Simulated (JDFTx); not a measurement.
# CaO under changes of volume

One of the cells (13.886 Å³/atom); the others are scaled copies at fixed shape and fractional positions:

```
Ca O
1.0
     0.00000    2.40356    2.40356
     2.40356    0.00000    2.40356
     2.40356    2.40356    0.00000
Ca O
1 1
Cartesian
  0.0000 0.0000 0.0000
  2.4036 2.4036 2.4036
```

The cell is a database's computed one.

```yaml
Program: JDFTx 1.7.0 (patched build)
Functional: LDA
Potentials_or_basis: PseudoDojo-SR-LDA-0.4.1-standard
Cutoff: 1143 eV
Density_cutoff: 9143 eV
k_mesh: 10 × 10 × 10
Occupations: fermi-dirac, width 0.05 eV
Spin: no spin polarisation
```

| volume (Å³/atom) | energy over the lowest point (meV/atom) | pressure (GPa) | gap on the mesh (eV) |
| --- | --- | --- | --- |
| 13.052 | 0.00 | -0.4 | 3.46 |
| 13.330 | 2.95 | -3.0 | 3.47 |
| 13.608 | ? | ? | ? |
| 13.886 | 20.95 | -7.3 | 3.49 |
| 14.163 | 35.16 | -9.1 | 3.50 |
| 14.441 | 52.33 | -10.7 | 3.50 |
| 14.719 | 72.14 | -12.2 | 3.51 |

What does the run at 13.608 Å³/atom give?

Energy over the lowest point 10.08 meV/atom; pressure -5.3 GPa; gap on the mesh 3.48 eV.

Worked out: A Birch-Murnaghan fit of order 3 (a polynomial in V^(-2/3)) to the other rows has its minimum at 13.01 Å³/atom, just outside them, with B0 = V·E''(V) = 130 GPa and B' = 4.5. It gives 10.08 meV/atom at 13.608 Å³/atom, against the run's 10.08, and -dE/dV = -5.2 GPa, against -5.3. A straight line through the other rows of the gap, of slope 0.413 eV per unit of ln V, gives 3.48 eV, against the run's 3.48.

Energies are extrapolated to zero smearing.

A mesh can miss the band edges.
